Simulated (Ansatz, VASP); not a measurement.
**Cross-check of InP between VASP and Ansatz**

Wanted: the spread between two codes on one cell, functional and k mesh. The cell is taken from a series of VASP runs on this material, whose earlier steps may have relaxed, scaled or displaced it; both programs get it as it stands.

Program: Ansatz 0.2.0. Level of theory: plane waves, with VASP 6.6.1 beside it; band structure at PBE, band structure at r2SCAN and band structure at LDA. Results are calculated unless marked as measured.

### 1. The starting structure

The structure is cubic, space group F-43m (No. 216). The conventional cell has a = 5.869 Å, b = 5.869 Å, c = 5.869 Å, α = 90.00°, β = 90.00°, γ = 90.00°. Nearest to In lie 4 P at 2.54 Å. Nearest to P lie 4 In at 2.54 Å. Farther neighbours are not listed.

### 2. VASP: band structure, PBE

The same path points are solved in both programs, so levels can be compared one by one.

Lines of VASP's logs that name or quote its potential files are left out, and so is its time.

INCAR reads:

```
SYSTEM = InP
PREC = Accurate
ENCUT = 350
EDIFF = 1E-06
NELM = 100
ISMEAR = 0
SIGMA = 0.03
LREAL = .FALSE.
ALGO = Normal
GGA = PE
NBANDS = 21
LORBIT = 11
LWAVE = .FALSE.
LCHARG = .FALSE.
KPAR = 4
```

POSCAR reads:

```
InP
1.0
    0.0000000000      2.9343500000      2.9343500000
    2.9343500000      0.0000000000      2.9343500000
    2.9343500000      2.9343500000      0.0000000000
In P
1 1
Direct
    0.0000000000      0.0000000000      0.0000000000
    0.7500000000      0.7500000000      0.7500000000
```

KPOINTS reads:

```
Automatic mesh
0
Gamma
6 6 6
0 0 0
```

KPOINTS_OPT reads:

```
Line mode
10
Line-mode
Reciprocal
  0.00000000   0.00000000   0.00000000 GAMMA
  0.50000000   0.00000000   0.50000000 X

  0.50000000   0.00000000   0.50000000 X
  0.50000000   0.25000000   0.75000000 W

  0.50000000   0.25000000   0.75000000 W
  0.37500000   0.37500000   0.75000000 K

  0.37500000   0.37500000   0.75000000 K
  0.00000000   0.00000000   0.00000000 GAMMA

  0.00000000   0.00000000   0.00000000 GAMMA
  0.50000000   0.50000000   0.50000000 L

  0.50000000   0.50000000   0.50000000 L
  0.62500000   0.25000000   0.62500000 U

  0.62500000   0.25000000   0.62500000 U
  0.50000000   0.25000000   0.75000000 W

  0.50000000   0.25000000   0.75000000 W
  0.50000000   0.50000000   0.50000000 L

  0.50000000   0.50000000   0.50000000 L
  0.37500000   0.37500000   0.75000000 K

  0.62500000   0.25000000   0.62500000 U
  0.50000000   0.00000000   0.50000000 X
```

Potentials, in the order of the species: In_d and P (PBE family, release 64).

On the command line:

```console
> mpirun -np 4 vasp_std
```

Numbers of over 12 decimals in the logs are rounded to 6 here.

What it wrote:

```text
[banner, memory and clock lines left out]
running    4 mpi-ranks, on    1 nodes
 distrk:  each k-point on    1 cores,    4 groups
 distr:  one band on    1 cores,    1 groups

 POSCAR found type information on POSCAR InP
 POSCAR found :  2 types and       2 ions
 LDA part: xc-table for (Slater+PW92), standard interpolation
 POSCAR, INCAR and KPOINTS ok, starting setup
 FFT: planning ... GRIDC
 FFT: planning ... GRID_SOFT
 FFT: planning ... GRID
 WAVECAR not read
 entering main loop
       N       E                     dE             d eps       ncg     rms          rms(c)
DAV:   1     0.114776099900E+03    0.11478E+03   -0.60871E+03   687   0.717E+02
DAV:   2     0.846360813148E+00   -0.11393E+03   -0.10590E+03   712   0.239E+02
DAV:   3    -0.854738340893E+01   -0.93937E+01   -0.93157E+01   835   0.661E+01
DAV:   4    -0.878546191459E+01   -0.23808E+00   -0.23786E+00   818   0.103E+01
DAV:   5    -0.879685900711E+01   -0.11397E-01   -0.11396E-01   992   0.208E+00    0.568E+00
DAV:   6    -0.840089871874E+01    0.39596E+00   -0.41506E-01  1041   0.970E+00    0.330E+00
DAV:   7    -0.836993368598E+01    0.30965E-01   -0.11120E-01   994   0.230E+00    0.128E+00
DAV:   8    -0.837052239995E+01   -0.58871E-03   -0.14449E-02   825   0.104E+00    0.273E-01
DAV:   9    -0.837108196912E+01   -0.55957E-03   -0.97656E-04   795   0.238E-01    0.123E-01
DAV:  10    -0.837124578396E+01   -0.16381E-03   -0.17900E-04   864   0.172E-01    0.670E-02
DAV:  11    -0.837132855235E+01   -0.82768E-04   -0.11123E-04   717   0.773E-02    0.266E-02
DAV:  12    -0.837132772301E+01    0.82934E-06   -0.47618E-06   811   0.151E-02
   1 F= -.83713277E+01 E0= -.83713277E+01  d E =-.337743E-25
 Start KPOINTS_OPT (optional k-point list driver)
k-point batch [1-16\100]
       N       E                     dE             ncg
DAV:   1     0.666361100991E+03   -0.50320E+04      703
DAV:   2    -0.117854838349E+04   -0.18449E+04      712
DAV:   3    -0.133043300134E+04   -0.15188E+03      804
DAV:   4    -0.133447113653E+04   -0.40381E+01      826
DAV:   5    -0.133468177757E+04   -0.21064E+00      961
DAV:   6    -0.133468542317E+04   -0.36456E-02      861
DAV:   7    -0.133468551932E+04   -0.96142E-04      977
DAV:   8    -0.133468552021E+04   -0.89378E-06      695
[...]
k-point batch [97-100\100]
       N       E                     dE             ncg
DAV:   1     0.639381657502E+04   -0.19053E+04      173
DAV:   2     0.594472725010E+04   -0.44909E+03      189
DAV:   3     0.591017062604E+04   -0.34557E+02      227
DAV:   4     0.590934095509E+04   -0.82967E+00      193
DAV:   5     0.590929862078E+04   -0.42334E-01      240
DAV:   6     0.590929753215E+04   -0.10886E-02      207
DAV:   7     0.590929750445E+04   -0.27697E-04      248
DAV:   8     0.590929750416E+04   -0.29597E-06      190
```

From OUTCAR (step 2):

```text
ion  position               nearest neighbor table
   1  0.000  0.000  0.000-   2 2.54   2 2.54   2 2.54   2 2.54
   2  0.750  0.750  0.750-   1 2.54   1 2.54   1 2.54   1 2.54

  LATTYP: Found a face centered cubic cell.
 ALAT       =     5.8687000000

 Subroutine GETGRP returns: Found 24 space group operations
 (whereof 24 operations were pure point group operations)

The static configuration has the point symmetry T_d .

 Found     16 irreducible k-points:

   k-points           NKPTS =     16   k-points in BZ     NKDIM =     16   number of bands    NBANDS=     21

   dimension x,y,z NGX =    28 NGY =   28 NGZ =   28
   dimension x,y,z NGXF=    56 NGYF=   56 NGZF=   56

   ENCUT  =  350.0 eV  25.72 Ry    5.07 a.u.   6.33  6.33  6.33*2*pi/ulx,y,z

   NELECT =      18.0000    total number of electrons

 k-points in reciprocal lattice and weights: Automatic mesh
   0.00000000  0.00000000  0.00000000       0.005
   0.16666667  0.00000000  0.00000000       0.037
   0.33333333  0.00000000  0.00000000       0.037
   0.50000000  0.00000000  0.00000000       0.019
   0.16666667  0.16666667  0.00000000       0.028
   0.33333333  0.16666667  0.00000000       0.111
   0.50000000  0.16666667  0.00000000       0.111
  -0.33333333  0.16666667  0.00000000       0.111
  -0.16666667  0.16666667  0.00000000       0.056
[...]
-0.33333333  0.33333333  0.16666667       0.111
  -0.33333333  0.50000000  0.16666667       0.056

 average (electrostatic) potential at core
       1 -95.6763       2 -82.7566

 E-fermi :   5.3658

 k-point     1 :       0.0000    0.0000    0.0000
  band No.  band energies     occupation
    ...
      5      -8.8773      2.00000
      6      -6.3392      2.00000
      7       5.1530      2.00000
      8       5.1530      2.00000
      9       5.1530      2.00000
     10       5.8398      0.00000
     11       9.2403      0.00000
     12       9.2403      0.00000
     13       9.2403      0.00000
     14      13.7115      0.00000
    ...

 k-point     2 :       0.1667    0.0000    0.0000
  band No.  band energies     occupation
    ...
      5      -8.8770      2.00000
      6      -6.0277      2.00000
      7       2.9723      2.00000
      8       4.8504      2.00000
      9       4.8504      2.00000
     10       6.9377      0.00000
     11       9.6393      0.00000
     12       9.6777      0.00000
     13       9.6777      0.00000
     14      13.7682      0.00000
    ...

 k-point     3 :       0.3333    0.0000    0.0000
  band No.  band energies     occupation
    ...
      5      -8.8706      2.00000
      6      -5.2242      2.00000
      7       0.6006      2.00000
      8       4.3808      2.00000
      9       4.3808      2.00000
     10       6.7949      0.00000
     11      10.0178      0.00000
     12      10.0178      0.00000
     13      11.4098      0.00000
     14      14.0358      0.00000
    ...

  Total        0.8708183      0.8708183      0.8708183      0.0000000      0.0000000     -0.0000000
  in kB       27.6103808     27.6103808     27.6103808      0.0000000      0.0000000     -0.0000000
  external PRESSURE =      27.6103808 kB  Pullay stress =       0.0000000 kB

  energy-cutoff  :      350.00
  volume of cell :       50.53
      direct lattice vectors                 reciprocal lattice vectors
     0.000000000  2.934350000  2.934350000    -0.170395488  0.170395488  0.170395488
     2.934350000  0.000000000  2.934350000     0.170395488 -0.170395488  0.170395488
     2.934350000  2.934350000  0.000000000     0.170395488  0.170395488 -0.170395488

 POSITION                                       TOTAL-FORCE (eV/Angst)
 -----------------------------------------------------------------------------------
      0.00000      0.00000      0.00000        -0.000000     -0.000000     -0.000000
      4.40152      4.40152      4.40152         0.000000      0.000000      0.000000
 -----------------------------------------------------------------------------------
    total drift:                               -0.000000     -0.000000     -0.000000

  FREE ENERGIE OF THE ION-ELECTRON SYSTEM (eV)
  ---------------------------------------------------
  free  energy   TOTEN  =        -8.3713277230 eV

  energy  without entropy=       -8.3713277230  energy(sigma->0) =       -8.37132772

 total charge
# of ion       s       p       d       tot
------------------------------------------
    1        0.826   0.764   9.898  11.489
    2        1.029   1.498   0.000   2.527
--------------------------------------------------
tot          1.855   2.263   9.898  14.016

[... 3 further parts left out ...]
```

The run ends at a pressure of 2.76 GPa.

### 3. Ansatz: band structure, PBE

Ansatz runs on its default PAW (the set named soft_2) files.

The same cell, functional, mesh and smearing now go to Ansatz, which takes its cutoff from its data sets.

input.yaml reads:

```yaml
crystal:
  lattice:
    - [0.0, 2.93435, 2.93435]
    - [2.93435, 0.0, 2.93435]
    - [2.93435, 2.93435, 0.0]
  atoms:
    - { symbol: In, position: [0.0, 0.0, 0.0] }
    - { symbol: P, position: [0.75, 0.75, 0.75] }
hamiltonian:
  xc: pbe
  pseudopotentials: { kind: paw }
kpoints:
  mp_grid: { grid: [6, 6, 6] }
  band_path:
    path:
      - [0.0, 0.0, 0.0]
      - [0.16667, 0.0, 0.16667]
      - [0.33333, 0.0, 0.33333]
      - [0.5, 0.0, 0.5]
      - [0.5, 0.08333, 0.58333]
      - [0.5, 0.19444, 0.69444]
      - [0.5, 0.25, 0.75]
      - [0.45833, 0.29167, 0.75]
      - [0.40278, 0.34722, 0.75]
      - [0.375, 0.375, 0.75]
      - [0.20833, 0.20833, 0.41667]
      - [0.08333, 0.08333, 0.16667]
      - [0.0, 0.0, 0.0]
      - [0.22222, 0.22222, 0.22222]
      - [0.38889, 0.38889, 0.38889]
      - [0.51389, 0.47222, 0.51389]
      - [0.55556, 0.38889, 0.55556]
      - [0.61111, 0.27778, 0.61111]
      - [0.61111, 0.25, 0.63889]
      - [0.56944, 0.25, 0.68056]
      - [0.51389, 0.25, 0.73611]
      - [0.5, 0.27778, 0.72222]
      - [0.5, 0.38889, 0.61111]
      - [0.5, 0.47222, 0.52778]
      - [0.48611, 0.48611, 0.52778]
      - [0.43056, 0.43056, 0.63889]
      - [0.38889, 0.38889, 0.72222]
      - [0.59722, 0.19444, 0.59722]
      - [0.55556, 0.11111, 0.55556]
      - [0.5, 0.0, 0.5]
    npoints: 1
scf:
  occupations: { method: gaussian, width: 0.03 }
  n_extra_bands: 7
output:
  forces: true
  stress: true
  eigenvalues: true
```

On the command line:

```console
> ansatz run input.yaml --threads 2 --pin off --max-ram 4608MiB --backend cpu --events-out ev --progress --plain --runs-dir out
```

What it wrote:

```text
scf.n_extra_bands = 7 over 9 filled bands (N_el = 18.0): the run solves 16 bands
Engine: ansatz 0.2.0, aarch64-unknown-linux-gnu
Pseudopotentials: kind: paw
Pseudopotential: In, paw, valence charge 13, recommended cutoff 420 eV (normal), In.paw.azcp
Pseudopotential: P, paw, valence charge 5, recommended cutoff 420 eV (normal), P.paw.azcp
Functional definition: PBE
  parameter kappa = 0.804
  parameter beta = 0.066725
  exchange = pbe_x(kappa = kappa, mu = beta*pi^2/3)
  correlation = pbe_c(beta = beta)
Crystal: 2 atoms, lattice volume = 50.532 Å³
Basis set: ecut = 420 eV, 965 PW (Γ), exchange–correlation on 60×60×60 points (8 copies of the dense FFT grid, shifted against one another)
Bands: 16, of which v1, the nominal top of the filled ones, is band 9 counted from 1 (8 counted from 0)
Symmetry: 24 space group operations
Space group: F-43m (ITA 216), of the structure as read, at distance tolerance 3.7e-5 Å
k-points: 16 of 216 (time reversal used)
Non-local potential: In, projectors of the file, l = 0: 2, l = 1: 2, l = 2: 2, l = 3: 2
Non-local potential: P, projectors of the file, l = 0: 2, l = 1: 2, l = 2: 2
PAW form: soft (Blöchl's): semilocal exchange-correlation on the pseudo side does not see the compensation charge
PAW one-centre angular grid: In, 590 points (default); XC on 64 Gauss nodes
PAW one-centre angular grid: P, 110 points (default); XC on 64 Gauss nodes
Initial density: superposition of atomic densities (neutral atoms: chi_scale 0, normalization atom), corrected by the library's trained network
Initial wavefunctions: pseudopotential atomic-orbital guess
Functional: x = pbe(κ = 0.804, μ = 0.219515), c = pbe(β = 0.066725)
SCF iter   1: F=—  HF=-6353.976128 eV  |F-HF|=—  |Δ(HF+E_count)|=         —  Δρ=1.91e-3  dr2=3.51e-3  ethr=1.77e-3  ⟨swp⟩=6.6  Hψ=1668  notcnv=0
preconditioner: auto → none  [insulator: Δε(μ)=0.680 eV  Ē_g=16.977 eV  σ=0.030 eV  W_gap=1.00  n_scr=14 (ndim 8)  ℏωp=22.2 eV  f_vac=0.021  D(μ)=0.00/eV (n_scr^D=0)  ε∞_Penn≈2.7]
SCF iter   2: F=—  HF=-6353.974582 eV  |F-HF|=—  |Δ(HF+E_count)|=   1.55e-3  Δρ=1.40e-3  dr2=9.76e-4  ethr=1.95e-5  ⟨swp⟩=2.0  Hψ=600  notcnv=0  defer=40
SCF iter   3: F=—  HF=-6353.974261 eV  |F-HF|=—  |Δ(HF+E_count)|=   3.21e-4  Δρ=4.71e-4  dr2=1.03e-4  ethr=5.42e-6  ⟨swp⟩=2.2  Hψ=372  notcnv=0  defer=40
SCF iter   4: F=—  HF=-6353.974299 eV  |F-HF|=—  |Δ(HF+E_count)|=   3.76e-5  Δρ=2.38e-4  dr2=2.11e-5  ethr=5.72e-7  ⟨swp⟩=2.0  Hψ=360  notcnv=0  defer=40
SCF iter   5: F=—  HF=-6353.974283 eV  |F-HF|=—  |Δ(HF+E_count)|=   1.51e-5  Δρ=5.25e-5  dr2=1.55e-6  ethr=1.17e-7  ⟨swp⟩=2.0  Hψ=363  notcnv=0  defer=40
SCF iter   6: F=—  HF=-6353.974284 eV  |F-HF|=—  |Δ(HF+E_count)|=   2.76e-7  Δρ=2.28e-5  dr2=1.96e-7  ethr=8.63e-9  ⟨swp⟩=3.0  Hψ=383  notcnv=0  defer=40
SCF iter   7: F=-6353.974284 eV  HF=-6353.974284 eV  |F-HF|=2.87e-10  |Δ(HF+E_count)|=   6.40e-8  Δρ=1.31e-6  dr2=5.88e-10  ethr=5.56e-10  ⟨swp⟩=9.9  Hψ=1403  notcnv=0
SCF 1 converged in 7 iterations: F = -6353.974284 eV  dr2 = 5.88e-10
  greatest PAW one-centre occupation: 0.981 electrons in one spin orbital (limit 2), on the In atom at site 0 (counted from 0), in its partial waves of l = 2
NSCF: frozen V_eff on 30 k-points
SCF converged after 7 iterations
Free energy (F): -6353.974284 eV
Harris-Foulkes:  -6353.974284 eV  (|F-HF|=2.87e-10)
Internal energy: -6353.974284 eV  (E = F + TS)
E sigma→0 (E₀):  -6353.974284 eV
Fermi energy:    7.298971 eV
--- Per-component energies (eV) ---
  E_band       = -52.780089
  E_kinetic    = 313.708438
  E_local      = -1400.692743  (includes V_loc(G=0)·N_el)
  E_nonlocal   = 401.486827
  E_hartree    = 552.524467
  E_xc         = -276.646108
  E_vxc        = -159.933973  (∫ρ·V_xc dr)
  E_paw        = -4725.248533  (= ΣΔE_a)
  E_vpaw       = -312.396931  (= ΣTr[D̂ρ^β])
  E_aug_tail   = 0.000030  (compensation charges beyond the density's cutoff)
  E_ewald      = -1219.106662
  E_smearing   = -0.000000  (= −TS)
  E_closure    = -0.000000  (closes the sum)
  Σ components = -6353.974284   (vs F -6353.974284, Δ=0.00e0)
--- Forces (eV/Å), atoms counted from 1 ---
  atom   1  In    -0.00000000     0.00000000    -0.00000000
  atom   2  P      0.00000000     0.00000000    -0.00000000
  max |Σ_I F_I| component: 7.40e-17 eV/Å
--- Stress (GPa, compression-positive) ---
        3.044155       0.000000      -0.000000
        0.000000       3.044155       0.000000
       -0.000000       0.000000       3.044155
  P = ⅓ Tr σ = 3.0442 GPa (30.442 kbar)
--- Band table (eV; the first three rows and the last of 16) ---
  k-point 0: bands = [... 5 lower, -4.5383, 6.9524, 6.9524, 6.9524, 7.6442, 11.0376, 11.0376, 11.0376, ... 3 higher]
  k-point 1: bands = [... 5 lower, -4.2270, 4.7731, 6.6498, 6.6498, 8.7409, 11.4382, 11.4744, 11.4744, ... 3 higher]
  k-point 2: bands = [... 5 lower, -3.4239, 2.4016, 6.1803, 6.1803, 8.5984, 11.8140, 11.8140, 13.2101, ... 3 higher]
  k-point 15: bands = [... 5 lower, -2.1186, 1.3267, 4.1615, 4.1862, 10.2341, 10.5671, 13.7303, 14.0164, ... 3 higher]
```

It took 2.6 s on 2 threads of Arm Neoverse N1, shared host; peak memory 0.29 GiB.

### 4. Side by side

Known differences besides the potentials themselves: the cutoff is 420 eV in Ansatz and 350 eV in VASP; VASP leaves aspherical gradient terms in its spheres out (LASPH is not set), Ansatz keeps them. Total energies have different zeros and are not compared.

Both answers:

```
                     quantity  Ansatz   VASP  difference
               pressure (GPa)    3.04   2.76       +0.28
gap over the path points (eV)   0.692  0.687      +0.005
```

Levels at points of the path, from each program's valence-band top (eV; 3 filled, then empty):

```
k (reciprocal lattice)                            Ansatz                              VASP
     0.000 0.000 0.000     0.00 0.00 0.00 0.69 4.08 4.08     0.00 0.00 0.00 0.69 4.09 4.09
     0.167 0.000 0.167  -2.15 -0.81 -0.81 2.64 3.12 5.28  -2.15 -0.81 -0.81 2.63 3.12 5.28
     0.333 0.000 0.333  -4.44 -1.89 -1.89 2.06 2.85 7.57  -4.44 -1.89 -1.89 2.05 2.85 7.58
     0.500 0.000 0.500  -5.74 -2.31 -2.31 1.77 2.27 9.19  -5.74 -2.31 -2.31 1.76 2.27 9.19
     0.500 0.083 0.583  -5.70 -2.48 -2.48 2.21 2.66 8.35  -5.70 -2.48 -2.48 2.20 2.66 8.36
     0.500 0.194 0.694  -5.60 -2.87 -2.83 3.71 3.96 6.24  -5.61 -2.87 -2.84 3.70 3.96 6.24
     0.500 0.250 0.750  -5.58 -2.94 -2.89 4.29 4.36 5.56  -5.59 -2.94 -2.90 4.29 4.36 5.56
     0.458 0.292 0.750  -5.58 -3.12 -2.57 3.60 4.42 5.98  -5.58 -3.12 -2.57 3.60 4.42 5.99
     0.403 0.347 0.750  -5.59 -3.27 -2.03 2.53 4.39 7.09  -5.59 -3.27 -2.03 2.53 4.39 7.09
     0.375 0.375 0.750  -5.59 -3.29 -1.93 2.36 4.38 7.49  -5.59 -3.29 -1.93 2.36 4.38 7.50
```

Among the levels compared at these points, filled levels agree within 3 meV and empty ones within 10 meV.

(Part 1 of 2 ends here.)

[Lines on the potential files, build, host, timing and source positions are cut from VASP's logs without a mark.]

[Logs are printed without paths, hosts, clocks, repeated set-up lines and the standing remarks that a program may print on its own settings, such as how far it seeks lower states.]

[Hosts, paths, dates, database ids (printed as entryN), source tags and the programs' standing remarks are cut or masked in the printed files.]
